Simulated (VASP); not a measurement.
**VASP 6.6.1 run: HgTe**

INCAR

```
LREAL = .FALSE.
SIGMA = 0.01
NSW = 0
LWAVE = .FALSE.
LCHARG = .FALSE.
NBANDS = 16
ISMEAR = 0
ENCUT = 520
ISIF = 2
IBRION = -1
NELM = 76
LASPH = .TRUE.
GGA = CA
PREC = Accurate
EDIFF = 1E-7
```

KPOINTS

```
KPOINTS created by Atomic Simulation Environment
0
Gamma
8 8 8
0 0 0
```

POSCAR

```
Hg Te
 1.0000000000000000
     0.0000000000000000    3.0434522883094655    3.0434522883094655
     3.0434522883094659    0.0000000000000000    3.0434522883094655
     3.0434522883094659    3.0434522883094655   -0.0000000000000000
 Hg  Te
   1   1
Cartesian
 -0.0000000000000000 -0.0000000000000000  0.0000000000000000
  3.0434522883094655  3.0434522883094659  3.0434522883094663
```

The recommended LDA PAW datasets give the neutral cell 18 valence electrons.

Command

```
mpirun -np 1 vasp_std
```

Task: Predict the outcome of this run.

Result: It converged. Results: gap between bands v and c on the k mesh -2.58 eV (bands overlap: a metal); least direct gap on the k mesh 0.00 eV; pressure -3.8 GPa. Band v is the last that the valence electrons fill when counted band by band, and c is the next.

OSZICAR

```
N       E                     dE             d eps       ncg     rms          rms(c)
DAV:   1     0.105360588899E+03    0.10536E+03   -0.81104E+03   928   0.983E+02
DAV:   2    -0.161819507755E+01   -0.10698E+03   -0.98410E+02  1104   0.234E+02
DAV:   3    -0.505062866592E+01   -0.34324E+01   -0.34207E+01  1160   0.427E+01
DAV:   4    -0.507590782001E+01   -0.25279E-01   -0.25277E-01  1304   0.353E+00
DAV:   5    -0.507618384142E+01   -0.27602E-03   -0.27601E-03  1192   0.274E-01    0.728E+00
DAV:   6    -0.487492843673E+01    0.20126E+00   -0.41528E-01  1128   0.835E+00    0.561E+00
DAV:   7    -0.486865591871E+01    0.62725E-02   -0.50328E-02  1040   0.156E+00    0.209E+00
DAV:   8    -0.486621064182E+01    0.24453E-02   -0.29616E-03  1144   0.576E-01    0.440E-01
DAV:   9    -0.486601139344E+01    0.19925E-03   -0.24939E-04  1176   0.134E-01    0.361E-02
DAV:  10    -0.486601316748E+01   -0.17740E-05   -0.20071E-05  1152   0.392E-02    0.278E-02
DAV:  11    -0.486601423452E+01   -0.10670E-05   -0.15991E-06  1112   0.949E-03    0.949E-03
DAV:  12    -0.486601419338E+01    0.41146E-07   -0.99009E-08   896   0.163E-03
   1 F= -.48660142E+01 E0= -.48659728E+01  d E =-.828147E-04
```

For comparison, a separate LDA run of the intended cell, on usual settings and not on those above, gives a gap of -2.58 eV on its mesh and a pressure of -3.7 GPa.
